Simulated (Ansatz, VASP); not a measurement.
BiTe in VASP and in Ansatz

```xyz
2
Lattice="2.4227 1.3988 3.3173 -2.4227 1.3988 3.3173 0.0000 -2.7975 3.3173" Properties=species:S:1:pos:R:3 pbc="T T T"
Bi    0.0000    0.0000    4.9759
Te    0.0000    0.0000    0.0000
```

The cell comes from a database or a generator and needn't be the stable form of this composition.

Alike in both runs: functional revPBE; k mesh 7 × 7 × 7; occupations fermi-dirac, width 0.05 eV; no spin polarisation.

|  | VASP | Ansatz |
| --- | --- | --- |
| version | VASP 6.6.1 | Ansatz 0.2.0 |
| potentials or method | VASP PAW PBE potentials, release 64 (Bi_d, Te) | Ansatz PAW |
| plane-wave cutoff (eV) | 520 | 420 |
| valence electrons in the cell | 21 | 31 |
| task | single point | band structure |

Ansatz gave:

| Quantity | Value |
| --- | --- |
| gap on the k mesh at the Fermi level (eV) | none |
| pressure (GPa) | 1.1 |
| largest component of the traceless stress (GPa) | 0.13 |

**Question.** Estimate VASP's values.

**Answer.** gap on the k mesh at the Fermi level (eV): none; pressure (GPa): 1.0; largest component of the traceless stress (GPa): 0.13.

A gap of «none» marks a metal or a gap that the smearing closes. The two sets of potentials don't hold the same shells in valence.

Caveats: spin-orbit coupling is left out, which moves the levels of the heavy elements; the PAW data sets were made with another functional, which shifts forces and pressure a little (VASP); the PAW data sets come from PBE, with cores solved anew for the run's functional, which leaves a small shift of forces and pressure (Ansatz).
